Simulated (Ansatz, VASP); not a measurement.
SnO2: VASP beside Ansatz

File INCAR:

```
SYSTEM = SnO2
  ALGO = Normal
  EDIFF = 1E-7
  ENCUT = 520
  GGA = PE
  ISIF = 2
  ISMEAR = 0
  LASPH = .True.
  LCHARG = .False.
  LREAL = .False.
  LWAVE = .False.
  NBANDS = 20
  NELM = 100
  PREC = Accurate
  SIGMA = 0.05
```

KPOINTS

```
k-points
0
Gamma
  12 12 12
  0 0 0
```

POSCAR

```
SnO2
1.0
    1.5359500000      0.8867811460      4.6559333333
   -1.5359500000      0.8867811460      4.6559333333
    0.0000000000     -1.7735622919      4.6559333333
Sn O
1 2
Direct
    0.5000000000      0.5000000000      0.5000000000
    0.2348826742      0.2348826742      0.2348826742
    0.7651173258      0.7651173258      0.7651173258
```

Input for Ansatz:

```yaml
crystal:
  lattice:
    - [1.53595, 0.886781146, 4.6559333333]
    - [-1.53595, 0.886781146, 4.6559333333]
    - [0.0, -1.7735622919, 4.6559333333]
  atoms:
    - { symbol: Sn, position: [0.5, 0.5, 0.5] }
    - { symbol: O, position: [0.2348826742, 0.2348826742, 0.2348826742] }
    - { symbol: O, position: [0.7651173258, 0.7651173258, 0.7651173258] }
basis:
  ecutwfc: 520.0
kpoints:
  mp_grid: { grid: [12, 12, 12] }
hamiltonian:
  xc: pbe
  pseudopotentials: { kind: paw, azcp: { folder: soft_1 } }
scf:
  occupations: { method: gaussian, width: 0.05 }
output:
  forces: true
  stress: true
  eigenvalues: true
```

Alike in both runs: task single point; functional PBE; k mesh 12 × 12 × 12; occupations gaussian, width 0.05 eV; no spin polarisation.

```csv
,VASP,Ansatz
version,VASP 6.6.1,Ansatz 0.2.0
potentials or method,"VASP PAW PBE potentials, release 64 (Sn_d, O)","scalar-relativistic, plane waves, PAW"
plane-wave cutoff (eV),520,520
valence electrons in the cell,26,26
```

Ansatz gave:

| Property | Result |
| --- | --- |
| gap on the k mesh at the Fermi level (eV) | 3.17 |
| least direct gap on the mesh (eV) | 3.54 |
| rms of the force components (eV/Å) | 1.027 |

Question: Which values does VASP return?

Answer: gap on the k mesh at the Fermi level (eV): 3.15; least direct gap on the mesh (eV): 3.53; rms of the force components (eV/Å): 1.067.

Atom by atom the forces differ by 0.040 eV/Å (rms over components).

Caveats: spin-orbit coupling is left out, which moves the levels of the heavy elements; forces of over 1 eV/Å show positions far from the minimum, so gaps and moduli don't describe the material at rest. A k mesh can miss the band edges.
